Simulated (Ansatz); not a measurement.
Band table of Pd

```yaml
crystal:
  lattice:
    - [0.00000, 1.94490, 1.94490]
    - [1.94490, 0.00000, 1.94490]
    - [1.94490, 1.94490, 0.00000]
  atoms:
    - { symbol: Pd, position: [0.00000, 0.00000, 0.00000] }
```

The geometry is COD entry 9008478, unchecked; take it as a test cell.

Spin polarisation is left out, and whether a magnetic state lies lower isn't shown here.

Method: Ansatz 0.2.0, DFT, PBE, all-electron LAPW, Dirac equation with spin-orbit coupling.

Settings: a Γ-centred 18×18×18 k mesh, Fermi–Dirac smearing of 0.05 eV, basis error target 0.25 meV/atom, no spin polarisation.

Path points, in fractions of the reciprocal vectors: Γ (0.000, 0.000, 0.000), X (0.500, 0.000, 0.500), U (0.625, 0.250, 0.625), K (0.375, 0.375, 0.750), L (0.500, 0.500, 0.500), W (0.500, 0.250, 0.750). Levels in eV from the Fermi level, one of each degenerate spinor pair; bands 19 to 31, counted from the lowest band of the run. The gap is zero.

```
# k(1/Å) point b19 b21 b23 b25 b27 b29 b31
0.000 Γ -7.19 -3.00 -3.00 -2.69 -1.22 -1.22 16.99
0.323 - -6.71 -3.18 -2.79 -2.54 -1.47 -1.12 17.52
0.646 - -5.52 -3.78 -2.29 -1.93 -1.80 -0.84 18.80
0.969 - -4.87 -4.47 -1.36 -1.02 -0.98 -0.46 16.25
1.292 - -5.23 -4.98 -0.29 -0.27 0.07 1.47 13.11
1.615 X -5.45 -5.16 -0.12 0.16 0.45 3.30 10.77
1.730 - -5.41 -5.13 -0.18 0.03 0.36 3.57 10.76
1.844 - -5.31 -5.01 -0.46 -0.24 0.26 4.22 10.70
1.958 - -5.16 -4.81 -0.98 -0.47 0.15 5.08 10.40
2.072 - -4.99 -4.53 -1.52 -0.72 0.01 6.05 9.35
2.186 U -4.79 -4.21 -2.02 -0.98 -0.16 7.08 8.09
2.384 - -4.58 -4.01 -2.46 -1.18 -0.12 7.34 7.80
2.582 - -4.26 -3.80 -3.06 -1.36 -0.02 7.24 7.89
2.780 - -4.26 -3.80 -3.06 -1.36 -0.02 7.24 7.89
2.978 - -4.58 -4.01 -2.46 -1.18 -0.12 7.34 7.80
3.176 K -4.79 -4.21 -2.02 -0.98 -0.16 7.08 8.09
3.518 - -4.14 -3.40 -3.09 -1.67 -0.78 4.42 10.49
3.861 - -4.09 -3.59 -2.97 -1.96 -1.51 1.42 13.38
4.204 - -5.33 -3.48 -2.65 -2.15 -1.77 -0.51 16.29
4.546 - -6.66 -3.13 -2.84 -2.55 -1.41 -1.17 17.49
4.889 Γ -7.19 -3.00 -3.00 -2.69 -1.22 -1.22 16.99
5.169 - -6.83 -3.06 -2.90 -2.61 -1.30 -1.25 17.34
5.448 - -5.93 -3.14 -2.77 -2.40 -1.33 -1.15 16.21
5.728 - -5.28 -2.86 -2.47 -2.36 -0.92 -0.72 12.66
6.008 - -5.29 -3.02 -2.67 -0.49 -0.27 -0.18 9.17
6.288 L -5.35 -3.10 -2.76 -0.13 0.06 0.97 7.33
6.516 - -5.17 -3.15 -2.70 -1.00 -0.06 2.16 7.31
6.745 - -4.70 -3.47 -2.35 -2.00 -0.14 3.90 7.32
6.973 - -4.14 -3.90 -2.83 -1.68 -0.16 5.79 7.50
7.201 - -4.26 -3.64 -3.27 -1.35 0.07 7.67 8.11
7.430 W -4.39 -3.49 -3.38 -1.33 0.29 8.70 9.07
7.591 - -4.53 -4.05 -2.70 -1.17 0.29 7.51 10.19
7.753 - -4.84 -4.53 -1.88 -0.81 0.29 6.16 10.54
7.915 - -5.15 -4.88 -1.00 -0.43 0.31 4.88 10.66
8.076 - -5.37 -5.09 -0.27 -0.10 0.35 3.80 10.75
8.238 X -5.45 -5.16 -0.12 0.16 0.45 3.30 10.77
```
